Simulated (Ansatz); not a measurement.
A run of Ansatz 0.2.0:

input.yaml

```yaml
crystal:
  lattice:
    - [5.175256, 0.0, 0.0]
    - [0.0, 5.175256, 0.0]
    - [0.0, 0.0, 5.175256]
  atoms:
    - { symbol: Sn, position: [0.0, 0.0, 0.0] }
    - { symbol: Sn, position: [0.5, 0.0, 0.5] }
    - { symbol: Sn, position: [0.5, 0.5, 0.0] }
    - { symbol: Sn, position: [0.0, 0.5, 0.5] }
    - { symbol: O, position: [0.661098, 0.838902, 0.161098] }
    - { symbol: O, position: [0.838902, 0.161098, 0.661098] }
    - { symbol: O, position: [0.161098, 0.661098, 0.838902] }
    - { symbol: O, position: [0.338902, 0.338902, 0.338902] }
    - { symbol: O, position: [0.661098, 0.661098, 0.661098] }
    - { symbol: O, position: [0.838902, 0.338902, 0.161098] }
    - { symbol: O, position: [0.161098, 0.838902, 0.338902] }
    - { symbol: O, position: [0.338902, 0.161098, 0.838902] }
hamiltonian:
  xc: rpbe
  pseudopotentials: { kind: paw }
kpoints:
  mp_grid: { grid: [4, 4, 4] }
  band_path:
    path:
      - [[0.0, 0.0, 0.0], [0.0, 0.5, 0.0], [0.5, 0.5, 0.0], [0.0, 0.0, 0.0], [0.5, 0.5, 0.5], [0.0, 0.5, 0.0]]
      - [[0.5, 0.5, 0.0], [0.5, 0.5, 0.5]]
    npoints: 10
scf:
  occupations: { method: fermi_dirac, width: 0.05 }
  n_extra_bands: 30
output:
  forces: true
  stress: true
  eigenvalues: true
  fatbands: false
```

Potentials or basis: Ansatz PAW.

The run is started by

```sh
$ ansatz run input.yaml --threads 4 --pin off --max-ram 11264MiB --backend cpu --events-out ev --progress --plain --runs-dir out
```

Hardware: 4 threads of Arm Neoverse V1 (shared host).

Question: How long does it take, and how much memory?

Answer: Run time: 12 s on 4 threads of Arm Neoverse V1 (shared host), peak memory 0.7 GiB. Counts: scf iterations 6, plane waves 2721, k points 11, bands 82.
